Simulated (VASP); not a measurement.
CdSe (strained wurtzite): one PBE single-point calculation in two programs

```
Cd Se
1.0
     4.31902    0.00000    0.00000
    -2.15951    3.74038    0.00000
     0.00000    0.00000    7.04126
Cd Se
2 2
Direct
  0.33333 0.66667 0.99952
  0.66667 0.33333 0.49952
  0.33333 0.66667 0.37548
  0.66667 0.33333 0.87548
```

Each program uses its own PAW datasets. VASP's cell holds 36 valence electrons and Ansatz's 72. Ansatz's stress includes a Pulay correction; VASP's doesn't.

Cutoffs: 520 eV in VASP, 420 eV in Ansatz. k meshes: 12×12×4 and 12×12×4.

```tsv
	VASP	Ansatz
gap between bands v and c	0.64 eV	0.64 eV
least direct gap	0.64 eV	0.64 eV
pressure	2.6 GPa	2.2 GPa
```

Band v is the last that the valence electrons fill when counted band by band, and c is the next. Levels in eV from the top of v, Ansatz:

```tsv
point	v−1	v	c	c+1
Γ	0.00	0.00	0.64	2.19
M	-1.30	-0.74	3.19	3.34
K	-1.84	-1.65	4.26	4.74
A	-0.39	-0.39	2.35	2.35
L	-1.32	-1.32	2.94	2.94
H	-1.10	-1.10	3.75	3.75
```

VASP:

```tsv
point	v−1	v	c	c+1
Γ	0.00	0.00	0.64	2.19
M	-1.31	-0.74	3.20	3.33
K	-1.84	-1.65	4.25	4.74
A	-0.39	-0.39	2.35	2.35
L	-1.32	-1.32	2.93	2.93
H	-1.10	-1.10	3.74	3.74
```
